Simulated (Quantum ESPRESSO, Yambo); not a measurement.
# A GW chain in Yambo: GaN (F-43m), part 2 of 3

How does a plane-wave GW calculation on GaN (F-43m) run from the first input to the gap?

Quantum ESPRESSO 7.5 and Yambo 5.3.0; PBE and many-body steps on it, plane waves. Known limits of the many-body steps: not at the basis limit; exchange with frozen shells missing; no spin-orbit coupling.

So far. Step 2 (Ground state): The gap is direct, at Γ. Step 3 (Bands along the symmetry lines): The gap is 1.759 eV, as in the run before at this level.

## Step 4: Empty states on the mesh, 6×6×6 mesh, 60 bands

Level of this step: DFT, PBE, plane waves, norm-conserving pseudopotentials (Quantum ESPRESSO).

The sums over transitions need many empty states on a uniform mesh; this step solves for them.

File pw.in:

```
&control
  calculation = 'nscf'
  prefix = 'x'
  outdir = 'o'
  pseudo_dir = 'pseudo'
/
&system
  ibrav = 0
  nat = 2
  ntyp = 2
  ecutwfc = 72.0
  nbnd = 60
  force_symmorphic = .true.
/
&electrons
  conv_thr = 1e-9
  electron_maxstep = 80
  diago_full_acc = .true.
  diago_thr_init = 5e-6
/
ATOMIC_SPECIES
  Ga 69.723 Ga.upf
  N 14.007 N.upf
CELL_PARAMETERS angstrom
  0.0000000000 2.2535006075 2.2535006075
  2.2535006075 0.0000000000 2.2535006075
  2.2535006075 2.2535006075 0.0000000000
ATOMIC_POSITIONS crystal
  Ga 0.0000000000 0.0000000000 0.0000000000
  N 0.7500000000 0.7500000000 0.7500000000
K_POINTS automatic
  6 6 6 0 0 0
```

The run is started by

```
$ OMP_NUM_THREADS=1 mpirun -n 4 pw.x -nk 4 -in pw.in > pw.out
```

The log of the run:

```text
[banner, memory and clock lines left out]
Program PWSCF v.7.5 starts

     Atomic positions and unit cell read from directory:
     o/x.save/

     Message from routine setup:
     using ibrav=0 with symmetry is DISCOURAGED, use correct ibrav instead

     G-vector sticks info

     bravais-lattice index     =            0
     lattice parameter (alat)  =       6.0224  a.u.
     unit-cell volume          =     154.4542 (a.u.)^3
     number of atoms/cell      =            2
     number of atomic types    =            2
     number of electrons       =        18.00
     number of Kohn-Sham states=           60
     kinetic-energy cutoff     =      72.0000  Ry
     charge density cutoff     =     288.0000  Ry
     Exchange-correlation= PBE
                           (   1   4   3   4   0   0   0)

     celldm(1)=   6.022427  celldm(2)=   0.000000  celldm(3)=   0.000000
     celldm(4)=   0.000000  celldm(5)=   0.000000  celldm(6)=   0.000000

     crystal axes: (cart. coord. in units of alat)
               a(1) = (   0.000000   0.707107   0.707107 )
               a(2) = (   0.707107   0.000000   0.707107 )
               a(3) = (   0.707107   0.707107   0.000000 )

     reciprocal axes: (cart. coord. in units 2 pi/alat)
               b(1) = ( -0.707107  0.707107  0.707107 )
               b(2) = (  0.707107 -0.707107  0.707107 )
               b(3) = (  0.707107  0.707107 -0.707107 )
     Pseudo is Norm-conserving + core correction, Zval = 13.0
     Generated using ONCVPSP code by D. R. Hamann
     Using radial grid of 1902 points,  6 beta functions with:
     Pseudo is Norm-conserving + core correction, Zval =  5.0
     Generated using ONCVPSP code by D. R. Hamann
     Using radial grid of 1058 points,  4 beta functions with:
     Ga               13.00    69.72300     Ga( 1.00)
     N                 5.00    14.00700     N ( 1.00)

     24 Sym. Ops. (no inversion) found

   Cartesian axes

     site n.     atom                  positions (alat units)
         1        Ga     tau(   1) = (   0.0000000   0.0000000   0.0000000  )
         2        N      tau(   2) = (   1.0606602   1.0606602   1.0606602  )

     number of k points=    16
                       cart. coord. in units 2pi/alat
        k(    1) = (   0.0000000   0.0000000   0.0000000), wk =   0.0092593
        k(    2) = (   0.1178511   0.1178511  -0.1178511), wk =   0.0740741
        k(    3) = (   0.2357023   0.2357023  -0.2357023), wk =   0.0740741
[...]
[... 4 further rows ...]
        k(   15) = (  -0.1178511  -0.3535534   0.5892557), wk =   0.2222222
        k(   16) = (  -0.7071068   0.2357023   0.0000000), wk =   0.1111111

     Dense  grid:    12675 G-vectors     FFT dimensions: (  36,  36,  36)

     The potential is recalculated from file :
     o/x.save/charge-density

     Starting wfcs are   13 randomized atomic wfcs +   47 random wfcs

     Band Structure Calculation

     End of band structure calculation

          k = 0.0000 0.0000 0.0000 (  1639 PWs)   bands (ev):

    -5.3154  -2.9761  -2.9761  -2.9761  -2.6700  -2.6700  10.5902  10.5902
    10.5902  12.3489  20.9463  20.9463  20.9463  28.2045  29.4307  29.4307
    29.4307  30.3860  30.3860  33.3043  43.3922  43.3922  43.3922  56.4608
[...]
88.1184  88.1343  88.1343  88.1343

          k = 0.1179 0.1179-0.1179 (  1576 PWs)   bands (ev):

[...]
89.1292  92.4846  92.4846  93.1578

          k = 0.2357 0.2357-0.2357 (  1609 PWs)   bands (ev):

[...]
74.4030  74.4030  76.7997  78.2346  78.2346  80.6747  80.6747  83.8270
    86.2466  86.2466  87.0632  91.7517  91.7517  93.9197  96.2901  96.2901
    97.0218  97.9756  97.9756  98.8463

          k =-0.3536-0.3536 0.3536 (  1568 PWs)   bands (ev):

     [... further k-points ...]

     highest occupied, lowest unoccupied level (ev):    10.5902   12.3489

     XML data file, pseudopotentials, collected wavefunctions
```

The job ended after 3.8 s (4 MPI ranks of Arm Neoverse V1, shared host; peak memory 0.19 GiB).

Numbers from this step:

```
gap                                                           : 1.759 eV
k of the valence top                                          : 0, 0, 0
k of the conduction bottom                                    : 0, 0, 0
least direct gap                                              : 1.759 eV
k points computed                                             : 16
lowest point of the top converged band, above the valence top : 77.5441 eV
```

On this mesh the gap is 1.759 eV.

## Step 5: Conversion and set-up

This step: Yambo 5.3.0; conversion and set-up on PBE, plane waves, norm-conserving pseudopotentials.

The states are converted to the many-body program's format and the q mesh is built.

The run is started by

```
$ (cd o/x.save; p2y > p2y.log; mv SAVE ../..); yambo > setup.log
```

The log of the run:

```text
 Yambo, version 5.3.0

 [02] CORE Variables Setup
 =========================

  [02.01] Unit cells
  ==================

  Cell kind             :  FCC
  Atoms in the cell     :  Ga  N
  number of Ga atoms    :  1
  number of N  atoms    :  1

  List of atomic masses
  Mass of Ga    :  69.72300
  Mass of N     :  14.00700

  List of atomic coordinates    : [cc]
  Ga1       :  0.000000  0.000000  0.000000  order 1
  N1       :  6.387748  6.387748  6.387748  order 2

  Alat factors          :  4.258499  4.258499  4.258499 [a.u.]
  Direct lattice volume :  154.4542 [a.u.]
  Direct lattice vectors:  A[ 1 ]  A[ 2 ]  A[ 3 ]
   A[ 1 ]:  0.000000  1.000000  1.000000  [iru]
   0.000000  4.258499  4.258499  [cc]
   A[ 2 ]:  1.000000  0.000000  1.000000  [iru]
   4.258499  0.000000  4.258499  [cc]
   A[ 3 ]:  1.000000  1.000000  0.000000  [iru]
   4.258499  4.258499  0.000000  [cc]

  Recip. lattice volume :  1.605979 [a.u.]
  Recip. lattice vectors:  B[ 1 ]  B[ 2 ]  B[ 3 ]
   B[ 1 ]: -0.500000  0.500000  0.500000  [iku]
  -0.737723  0.737723  0.737723  [cc]
   B[ 2 ]:  0.500000 -0.500000  0.500000  [iku]
   0.737723 -0.737723  0.737723  [cc]
   B[ 3 ]:  0.500000  0.500000 -0.500000  [iku]
   0.737723  0.737723 -0.737723  [cc]

  [02.02] Symmetries
  ==================

  Inversion symmetry    : yes
  Spatial inversion     : no
  Inversion index       :  25
  K-space Time-reversal : yes
  Magnetic symmetries   : no
  Time-reversal derived K-space symmetries:   25   48
  Group table correct   : yes
  Symmetries units      :  [cc]

   [S  1]:   1.0000     -0.12224E-17 -0.12224E-17 -0.12224E-17   1.0000      0.12224E-17  0.12224E-17  0.12224E-17   1.0000
   [S  2]:  -1.0000      0.12224E-17 -0.12224E-17  0.12224E-17  -1.0000      0.12224E-17 -0.12224E-17 -0.12224E-17   1.0000
   [S  3]:  -1.0000     -0.12224E-17  0.12224E-17  0.12224E-17   1.0000     -0.12224E-17 -0.12224E-17  0.12224E-17  -1.0000
[...]
[S  9]: -0.12224E-17   1.0000     -0.12224E-17  0.12224E-17 -0.12224E-17   1.0000       1.0000      0.12224E-17  0.12224E-17
   [S 10]: -0.12224E-17  -1.0000      0.12224E-17  0.12224E-17  0.12224E-17  -1.0000       1.0000     -0.12224E-17 -0.12224E-17
     [... 36 further rows ...]
   [S*47]:   1.0000     -0.12224E-17  0.12224E-17 -0.12224E-17  0.12224E-17  -1.0000      0.12224E-17   1.0000     -0.12224E-17
   [S*48]:   1.0000      0.12224E-17 -0.12224E-17 -0.12224E-17 -0.12224E-17   1.0000      0.12224E-17  -1.0000      0.12224E-17

  [02.03] Reciprocal space
  ========================

  nG shells         :  178
  nG charge         :  12675
  nG WFs            :  2092
  nC WFs            :  1639
  G-vecs. in first 17 shells:  [ Number ]
     1    9   15   27   51   59   65   89  113
    137   169   181   229   259   283   307   331
  ...
  Shell energy in first 17 shells:  [ mHa ]
[...]
WF components:  1584
  K [16]         [rlu]:  0.166667 -0.500000 -0.333333
         WF components:  1614

  [02.05] Energies & Occupations
  ==============================

  [X] === General ===
  [X] Electronic Temperature                        :  0.000000  0.000000 [eV K]
  [X] Bosonic    Temperature                        :  0.000000  0.000000 [eV K]
  [X] Finite Temperature mode                       : no
  [X] El. density                                   :  0.78645E+24 [cm-3]
  [X] Fermi Level                                   :  10.59023 [eV]

  [X] === Gaps and Widths ===
  [X] Conduction Band Min                           :  1.758709 [eV]
  [X] Valence Band Max                              :  0.000000 [eV]
  [X] Filled Bands                                  :   9
  [X] Empty Bands                                   :   10   60
  [X] Direct Gap                                    :  1.758709 [eV]
  [X] Direct Gap localized at k                     :  1
  [X] Indirect Gap                                  :  1.758709 [eV]
  [X] Indirect Gap between kpts                     :  1  1
  [X] Last valence band width                       :  3.415581 [eV]
  [X] 1st conduction band width                     :  4.786272 [eV]

  E @ K [ 1]:  [eV]
   -15.9056     -13.5663     -13.5663     -13.5663     -13.2602     -13.2602    -0.126077E-7 -0.756754E-8
[...]
occ @ K [ 1]
[...]
E @ K [ 2]:  [eV]
[...]
occ @ K [ 2]
[...]
E @ K [ 3]:  [eV]
[...]
occ @ K [ 3]
[...]
E @ K [ 8]:  [eV]
[...]
occ @ K [ 8]
[...]
E @ K [ 9]:  [eV]
[...]
occ @ K [ 9]
[...]
E @ K [10]:  [eV]
[...]
occ @ K [10]
[...]
E @ K [11]:  [eV]
[...]
occ @ K [11]
[...]
E @ K [12]:  [eV]
[...]
occ @ K [12]
[...]
E @ K [13]:  [eV]
[...]
occ @ K [13]
[...]
E @ K [14]:  [eV]
[...]
occ @ K [14]
[...]
E @ K [15]:  [eV]
[...]
occ @ K [15]
[...]
E @ K [16]:  [eV]
[...]
occ @ K [16]
[...]
2.000000  0.000000  0.000000  0.000000  0.000000  0.000000  0.000000  0.000000
   0.000000  0.000000  0.000000  0.000000  0.000000  0.000000  0.000000  0.000000

 [03] Transferred momenta grid and indexing
 ==========================================

 IBZ Q-points                                      :  16
 BZ  Q-points                                      :  216

 K/Q-points units:
 rlu = crystal or reduced units; cc = cartesian coordinates; iku = interal k-units

 Q [ 1]         [rlu]:  0.000000  0.000000  0.000000
 Q [ 2]         [rlu]:  0.28534E-17  0.28534E-17  0.16667
 Q [ 3]         [rlu]:  0.57068E-17  0.57068E-17  0.33333
[...]
Q [ 8]         [rlu]: -0.21514E-16  0.16667     -0.33333
 Q [ 9]         [rlu]:  0.32371E-17  0.16667     -0.16667
 Q [10]         [rlu]: -0.57063E-17  0.33333      0.33333
     [... 4 further rows ...]
 Q [15]         [rlu]:  0.166667  0.333333 -0.333333
 Q [16]         [rlu]:  0.166667 -0.500000 -0.333333

  [03.01] X indexes
  =================

   [03.01.01] Sigma indexes
   ========================

 [06] Game Over & Game summary
```

The job ended after 2.2 s (1 MPI rank; peak memory 0.24 GiB).

[end of part 2 of 3]

[Paths, hosts, dates, memory and timing lines, banners, echoed tables and standing remarks are left out of the program output.]

[Logs are printed without paths, hosts, clocks, repeated set-up lines and the standing remarks that a program may print on its own settings, such as how far it seeks lower states.]

[Runs of the session that timed out or met a known fault of the program may be left out.]

[Hosts, paths, dates, database ids (printed as entryN), source tags and the programs' standing remarks are cut or masked in the printed files.]
